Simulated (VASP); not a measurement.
Crystal: RbBr.

```xyz
2
Lattice="0.0000 3.4270 3.4270 3.4270 0.0000 3.4270 3.4270 3.4270 0.0000" Properties=species:S:1:pos:R:3 pbc="T T T"
Rb    0.0000    0.0000    0.0000
Br    3.4270    3.4270    3.4270
```

Base run:

| Item | Value |
| --- | --- |
| Program | VASP 6.6.1 |
| Functional | rSCAN |
| Potentials or basis | VASP PAW PBE potentials, release 64 (Rb_sv, Br) |
| Cutoff | 520 eV |
| k mesh | 7 × 7 × 7 |
| Occupations | fermi-dirac, width 0.05 eV |
| Spin | no spin polarisation |

Its results: band gap on the k mesh 4.90 eV, direct; pressure 0.4 GPa.

Problem. The run is repeated on the same cell with these changes: functional from rSCAN to r2SCAN; further incar settings from ALGO = Normal; EDIFF = 1e-06; NBANDS = 15 to ALGO = Normal; EDIFF = 1e-07. What comes out?

Solution. Band gap on the k mesh 4.97 eV, direct; pressure 0.5 GPa.

Caveats: the PAW data sets were made with another functional, which shifts forces and pressure a little.
